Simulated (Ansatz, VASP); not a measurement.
# One calculation of HfB, two programs

```
Hf B
1.0
     0.00000    2.39315    2.39315
     2.39315    0.00000    2.39315
     2.39315    2.39315    0.00000
Hf B
1 1
Direct
  0.50000 0.50000 0.50000
  0.00000 0.00000 0.00000
```

Alike in both runs: task single point; functional PBEsol; k mesh 12 × 12 × 12; occupations gaussian, width 0.05 eV; no spin polarisation.

|  | VASP | Ansatz |
| --- | --- | --- |
| version | VASP 6.6.1 | Ansatz 0.2.0 |
| potentials or method | VASP PAW PBE potentials, release 64 (Hf_pv, B) | scalar-relativistic, plane waves, PAW |
| plane-wave cutoff (eV) | 520 | 420 |
| valence electrons in the cell | 13 | 29 |

VASP gave:

```
gap on the k mesh at the Fermi level (eV) : none
pressure (GPa)                            : 0.5
```

Q: What did Ansatz give for the same quantities?

A: gap on the k mesh at the Fermi level (eV): none; pressure (GPa): 0.1.

A gap of «none» marks a metal or a gap that the smearing closes. The functional is the same, so the differences come from potentials, cutoffs and numerics. The two sets of potentials don't hold the same shells in valence.

Caveats: the PAW data sets were made with another functional, which shifts forces and pressure a little (VASP). The runs have no spin-orbit coupling, so splittings on Hf are missing.
